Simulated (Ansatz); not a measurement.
The system is Bi.

```
Bi
1.0
    -1.98143    1.98143    1.98143
     1.98143   -1.98143    1.98143
     1.98143    1.98143   -1.98143
Bi
1
Direct
  0.00000 0.00000 0.00000
```

This isn't the form of Bi at room conditions, which is rhombohedral.

Program: Ansatz 0.2.0. Alike in all runs: potentials or basis Ansatz PAW; cell as given; smearing fermi-dirac 0.05 eV. Hardware: 2 threads of Intel(R) Xeon(R) Processor @ 2.70GHz (shared host).

Task: Order these runs on this cell by their wall time, lowest first.
A. task band structure; level HSE03; spin off; k mesh 5 × 5 × 5; cutoff (eV) 420; points for each segment of the path 4; mesh quality coarse
B. task band structure; level PBEsol; spin SOC, no magnetisation; k mesh 7 × 7 × 7; cutoff (eV) 420; points for each segment of the path 14; mesh quality not flagged
C. task single point; level r2SCANh; spin off; k mesh 5 × 5 × 5; cutoff (eV) 500; mesh quality coarse
D. task band structure; level BLYP; spin off; k mesh 9 × 9 × 9; cutoff (eV) 420; points for each segment of the path 14; mesh quality not flagged

Result: D (1.2 s), B (5.7 s), C (14 s), A (53 s).

Caveats: some runs use coarse meshes.

Not every run made on this cell is shown here.
